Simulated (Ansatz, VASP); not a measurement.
# ZrC in VASP and in Ansatz

```
Zr C
1.0
     3.43611    0.00000    0.00000
    -1.71805    2.97576    0.00000
     0.00000    0.00000    5.35967
Zr C
2 2
Cartesian
  1.7181 0.9919 4.0198
  0.0000 1.9838 1.3399
  0.0000 0.0000 2.6798
  0.0000 0.0000 0.0000
```

Change from the starting cell: volume scaled by 1.04.

Alike in both runs: task single point; functional LDA; k mesh 9 × 9 × 5; occupations fermi-dirac, width 0.05 eV; no spin polarisation.

```csv
,VASP,Ansatz
version,VASP 6.6.1,Ansatz 0.2.0
potentials or method,"VASP PAW LDA potentials, release 64 (Zr_sv, C), cutoff 520 eV","all-electron LAPW, scalar-relativistic"
```

```csv
,VASP,Ansatz,Ansatz less VASP
gap on the k mesh at the Fermi level (eV),none,none,-
pressure (GPa),-18.3,-18.7,-0.44
largest component of the traceless stress (GPa),1.51,1.55,+0.046
```

A gap of «none» marks a metal or a gap that the smearing closes. Ansatz ran all-electron here, so the differences hold the error of VASP's frozen core and of both bases.

Caveats: so large a pressure means that the cell lies far from this level's equilibrium, or that cutoff or potentials fall short (VASP).
